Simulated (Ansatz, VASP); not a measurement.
## ZnAu: VASP beside Ansatz

File INCAR:

```
SYSTEM = ZnAu
ALGO = Normal ; EDIFF = 1E-7
ENCUT = 520 ; GGA = RE
ISIF = 2 ; ISMEAR = -1
LASPH = .TRUE. ; LCHARG = .FALSE.
LREAL = .FALSE. ; LWAVE = .FALSE.
NBANDS = 18 ; NELM = 80
PREC = Accurate ; SIGMA = 0.15
```

File KPOINTS:

```
k-points
0
G
  10 10 10
  0 0 0
```

Contents of POSCAR:

```
ZnAu
1.0
    3.1470000000      0.0000000000      0.0000000000
    0.0000000000      3.1470000000      0.0000000000
    0.0000000000      0.0000000000      3.1470000000
Zn Au
1 1
Direct
    0.5000000000      0.5000000000      0.5000000000
    0.0000000000      0.0000000000      0.0000000000
```

Input for Ansatz:

```yaml
crystal:
  lattice:
    - [3.147, 0.0, 0.0]
    - [0.0, 3.147, 0.0]
    - [0.0, 0.0, 3.147]
  atoms:
    - { symbol: Zn, position: [0.5, 0.5, 0.5] }
    - { symbol: Au, position: [0.0, 0.0, 0.0] }
basis:
  ecutwfc: 450.0
kpoints:
  mp_grid:
    grid: [10, 10, 10]
hamiltonian:
  xc: revpbe
  pseudopotentials:
    kind: paw
scf:
  occupations:
    method: fermi_dirac
    width: 0.15
output:
  stress: true
```

Alike in both runs: task single point; functional revPBE; k mesh 10 × 10 × 10; occupations fermi-dirac, width 0.15 eV; no spin polarisation.

|  | VASP | Ansatz |
| --- | --- | --- |
| version | VASP 6.6.1 | Ansatz 0.2.0 |
| potentials or method | VASP PAW PBE potentials, release 64 (Zn, Au) | plane waves, PAW |
| plane-wave cutoff (eV) | 520 | 450 |
| valence electrons in the cell | 23 | 31 |

```csv
,VASP,Ansatz,Ansatz less VASP
pressure (GPa),7.7,7.6,-0.15
```

The functional is the same, so the differences come from potentials, cutoffs and numerics. The two sets of potentials don't hold the same shells in valence.

Caveats: the PAW data sets were made with another functional, which shifts forces and pressure a little (VASP). Spin-orbit coupling is left out, which matters for the levels of Au.
